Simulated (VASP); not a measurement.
## PbSe (zincblende), LDA relaxation of cell and atoms: Ansatz's output and VASP's

Start cell

```
Pb Se
1.0
     0.00000    3.44879    3.44879
     3.44879    0.00000    3.44879
     3.44879    3.44879    0.00000
Pb Se
1 1
Cartesian
  0.0000 0.0000 0.0000
  1.7244 1.7244 1.7244
```

Ansatz printed

```
basis re-selected at this cell: Δ(F+E_penalty+E_count) = +6.142e-4 eV, ΔP = -0.004 GPa vs the last step (what re-selecting the basis moved, of the pressure what is left beyond the Pulay correction that the steps carried, after the strain that the cell walked since its last selection, with what the two solves' SCF thresholds leave and, on support functions, any second-order correction that the steps lacked; it is no measure of the basis error at this ecutwfc). The dense FFT grid was sized anew with the basis: this SCF ran on 32×32×32 points, the steps before it on 36×36×36, so part of this shift can come from that change (see relax.cell in the input reference). This SCF's stress stands 6.46e-3 GPa from its target on what of the cell is left free (relax.cell.stress_tol is 5.00e-2 GPa) and its largest allowed force component is 3.38e-16 eV/Å (relax.f_tol is 5.00e-3 eV/Å): within both
SCF converged after 6 iterations
Free energy (F): -16986.049359 eV
Harris-Foulkes:  -16986.049359 eV  (|F-HF|=3.64e-12)
Internal energy: -16986.049359 eV  (E = F + TS)
E sigma→0 (E₀):  -16986.049359 eV
Entropy (-TS):   -0.000000 eV (-0.000 meV/atom)
Fermi energy:    5.665346 eV
--- Per-component energies (eV) ---
  E_band       = -528.498440
  E_kinetic    = 407.399980
  E_local      = -4251.834725  (includes V_loc(G=0)·N_el)
  E_nonlocal   = -235.572902
  E_hartree    = 1951.293928
  E_xc         = -322.932992
  E_vxc        = -232.080296  (∫ρ·V_xc dr)
  E_paw        = -11927.057663  (= ΣΔE_a)
  E_vpaw       = -118.997729  (= ΣTr[D̂ρ^β])
  E_aug_tail   = -0.000603  (compensation charges beyond the density's cutoff)
  E_ewald      = -2609.484029
  E_core_change = 2.139649  (= ΣΔE_core)
  E_smearing   = -0.000000  (= −TS)
  E_closure    = -0.000000  (closes the sum)
  Σ components = -16986.049359   (vs F -16986.049359, Δ=0.00e0)
--- Forces (eV/Å), atoms counted from 1 ---
  atom   1  Pb    -0.00000000     0.00000000    -0.00000000
  atom   2  Se     0.00000000    -0.00000000    -0.00000000
  max |Σ_I F_I| component: 3.61e-16 eV/Å
--- Stress (GPa, compression-positive) ---
       -0.006459       0.000000      -0.000000
       -0.000000      -0.006459       0.000000
       -0.000000       0.000000      -0.006459
  P = ⅓ Tr σ = -0.0065 GPa (-0.065 kbar)
--- Relaxed structure (4 steps of the walk, 4 accepted, 1 SCFs on fresh bases) ---
  F+E_penalty+E_count = -16986.04935919 eV   max|allowed force component| = 3.377e-16 eV/Å   (the final SCF, on the basis selected at the relaxed cell)
  cell:  # Å, volume = 75.4973 Å³
    - [3.3119918213821352e-34, 3.354546065503054, 3.3545460655030537]
    - [3.3545460655030537, -1.352821274733779e-32, 3.3545460655030537]
    - [3.3545460655030537, 3.354546065503054, -1.4878486336055122e-32]
  atoms:
    - { symbol: Pb, position: [5.733284135360711e-33, -7.222448845844012e-33, -5.882200606409042e-33] }
    - { symbol: Se, position: [0.25, 0.25, 0.25] }
```

The two codes use different PAW datasets and cutoffs. VASP's cell holds 20 valence electrons and Ansatz's 30. LDA means the Perdew–Zunger form with relativistic exchange in VASP and the Perdew–Wang form in Ansatz.

Problem. What does VASP give for the same cell and level of theory?

Solution. relaxed cell vector lengths 4.749, 4.749, 4.749 Å; relaxed cell volume 75.72 Å³.

From OUTCAR

```
k-points           NKPTS =     16   k-points in BZ     NKDIM =     16   number of bands    NBANDS=     17

   NELECT =      20.0000    total number of electrons

   dimension x,y,z NGX =    40 NGY =   40 NGZ =   40
   dimension x,y,z NGXF=    80 NGYF=   80 NGZF=   80

  energy-cutoff  :      600.00
  volume of cell :       75.72
      direct lattice vectors                 reciprocal lattice vectors
     0.000000000  3.357894721  3.357894721    -0.148902822  0.148902822  0.148902822
     3.357894721  0.000000000  3.357894721     0.148902822 -0.148902822  0.148902822
     3.357894721  3.357894721  0.000000000     0.148902822  0.148902822 -0.148902822

 k-points in reciprocal lattice and weights: KPOINTS created by Atomic Simulation Env
   0.00000000  0.00000000  0.00000000       0.005
   0.16666667  0.00000000  0.00000000       0.037
   0.33333333  0.00000000  0.00000000       0.037
   0.50000000  0.00000000  0.00000000       0.019
   0.16666667  0.16666667  0.00000000       0.028
   0.33333333  0.16666667  0.00000000       0.111
   0.50000000  0.16666667  0.00000000       0.111
  -0.33333333  0.16666667  0.00000000       0.111
   ...

 E-fermi :   2.7779

 k-point     1 :       0.0000    0.0000    0.0000
  band No.  band energies     occupation
      1     -14.1468      2.00000
      2     -14.1468      2.00000
      3     -14.1468      2.00000
      4     -14.1012      2.00000
      5     -14.1012      2.00000
      6     -10.5189      2.00000
      7      -3.6859      2.00000
      8       0.8687      2.00000
      9       0.8687      2.00000
     10       0.8687      2.00000
     11       4.6437      0.00000
     12       4.6437      0.00000
     13       4.6437      0.00000
     14       7.1200      0.00000
     15      10.8536      0.00000
     16      10.8536      0.00000
     17      11.5027      0.00000

 k-point     2 :       0.1667    0.0000    0.0000
  band No.  band energies     occupation
      1     -14.1565      2.00000
      2     -14.1437      2.00000
      3     -14.1437      2.00000
      4     -14.1010      2.00000
      5     -14.1010      2.00000
      6     -10.3713      2.00000
      7      -4.1422      2.00000
      8       0.6950      2.00000
      9       0.6950      2.00000
     10       0.8593      2.00000
     11       4.5729      0.00000
     12       4.9227      0.00000
     13       4.9227      0.00000
     14       8.2817      0.00000
     15      10.0378      0.00000
     16      10.0378      0.00000
     17      10.8532      0.00000

 k-point     3 :       0.3333    0.0000    0.0000
  band No.  band energies     occupation
      1     -14.1754      2.00000
      2     -14.1385      2.00000
      3     -14.1385      2.00000
      4     -14.0997      2.00000
      5     -14.0997      2.00000
      6     -10.0290      2.00000
      7      -5.0025      2.00000
      8       0.4056      2.00000
      9       0.4056      2.00000
     10       0.6056      2.00000
     11       5.3239      0.00000
     12       5.3239      0.00000
     13       5.4631      0.00000
     14       8.8990      0.00000
     15      10.1475      0.00000
     16      10.1475      0.00000
     17      11.4280      0.00000

 k-point     4 :       0.5000    0.0000    0.0000
  band No.  band energies     occupation
      1     -14.1846      2.00000
      2     -14.1364      2.00000
      3     -14.1364      2.00000
      4     -14.0984      2.00000
      5     -14.0984      2.00000
      6      -9.8235      2.00000
      7      -5.4340      2.00000
      8       0.2808      2.00000
      9       0.2808      2.00000
     10       0.4451      2.00000
     11       5.4406      0.00000
     12       5.4406      0.00000
     13       6.3278      0.00000
     14       8.9150      0.00000
     15      10.5516      0.00000
     16      10.9815      0.00000
     17      10.9815      0.00000

 k-point     5 :       0.1667    0.1667    0.0000
  band No.  band energies     occupation
      1     -14.1633      2.00000
      2     -14.1406      2.00000
      3     -14.1406      2.00000
      4     -14.1032      2.00000
      5     -14.0992      2.00000
      6     -10.3210      2.00000
      7      -4.2681      2.00000
      8       0.4246      2.00000
      9       0.4246      2.00000
     10       1.3989      2.00000
     11       3.8448      0.00000
     12       5.3637      0.00000
     13       5.3637      0.00000
     14       8.5899      0.00000
     15       8.9172      0.00000
     16      11.1012      0.00000
     17      12.1994      0.00000

 ...

  Total       -0.0012446     -0.0012446     -0.0012446     -0.0000000     -0.0000000      0.0000000
  in kB       -0.0263325     -0.0263325     -0.0263325     -0.0000000     -0.0000000      0.0000000
  external PRESSURE =      -0.0263325 kB  Pullay stress =       0.0000000 kB

 POSITION                                       TOTAL-FORCE (eV/Angst)
 -----------------------------------------------------------------------------------
      0.00000      0.00000      0.00000         0.000000      0.000000      0.000000
      1.67895      1.67895      1.67895        -0.000000      0.000000     -0.000000
 -----------------------------------------------------------------------------------
    total drift:                                0.000000      0.000000      0.000000

  FREE ENERGIE OF THE ION-ELECTRON SYSTEM (eV)
  ---------------------------------------------------
  free  energy   TOTEN  =        -8.8474558690 eV

  energy  without entropy=       -8.8474555679  energy(sigma->0) =       -8.84745572
```
